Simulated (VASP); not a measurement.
The system is Os.

```xyz
2
Lattice="2.7341 0.0000 0.0000 -1.3671 2.3678 0.0000 0.0000 0.0000 4.3197" Properties=species:S:1:pos:R:3 pbc="T T T"
Os    1.3671    0.7893    3.2398
Os    0.0000    1.5785    1.0799
```

```yaml
Program: VASP 6.6.1
Task: relaxation of cell and atoms
Functional: RPBE
Potentials_or_basis: VASP PAW PBE potentials, release 64 (Os)
Cutoff: 600 eV
k_mesh: 11 × 11 × 6
Occupations: fermi-dirac, width 0.05 eV
Spin: no spin polarisation
```

At the start: pressure 12.8 GPa; volume 13.98 Å³/atom.

Q: How do energy, volume and symmetry change on relaxing?

A: Over 8 steps the energy falls by 16.9 meV/atom and the volume is 14.42 Å³/atom (+3.1 %); space group P6_3/mmc (No. 194, to 0.05 Å).

The path:
| step | energy change (eV) | largest force (eV/Å) | pressure (GPa) | volume (Å³) |
| --- | --- | --- | --- | --- |
| 1 | 0.0000 | 0.0000 | 12.78 | 27.96 |
| 2 | 0.4650 | 0.0000 | -36.02 | 32.73 |
| 3 | -0.0336 | 0.0000 | -0.44 | 28.88 |
| 4 | -0.0337 | 0.0000 | -0.23 | 28.85 |
| 5 | -0.0337 | 0.0000 | 0.23 | 28.81 |
| 6 | -0.0337 | 0.0000 | 0.03 | 28.83 |
| 7 | -0.0337 | 0.0000 | -0.01 | 28.84 |
| 8 | -0.0337 | 0.0000 | 0.00 | 28.83 |

Final structure:
```cif
data_structure
_symmetry_space_group_name_H-M 'P 1'
_symmetry_Int_Tables_number 1
_cell_length_a 2.7628
_cell_length_b 2.7628
_cell_length_c 4.3617
_cell_angle_alpha 90.000
_cell_angle_beta 90.000
_cell_angle_gamma 120.000
_cell_volume 28.83
loop_
_atom_site_label
_atom_site_type_symbol
_atom_site_fract_x
_atom_site_fract_y
_atom_site_fract_z
_atom_site_occupancy
Os1 Os 0.66667 0.33333 0.75000 1
Os2 Os 0.33333 0.66667 0.25000 1
```

Caveat: the PAW data sets were made with another functional, which shifts forces and pressure a little.
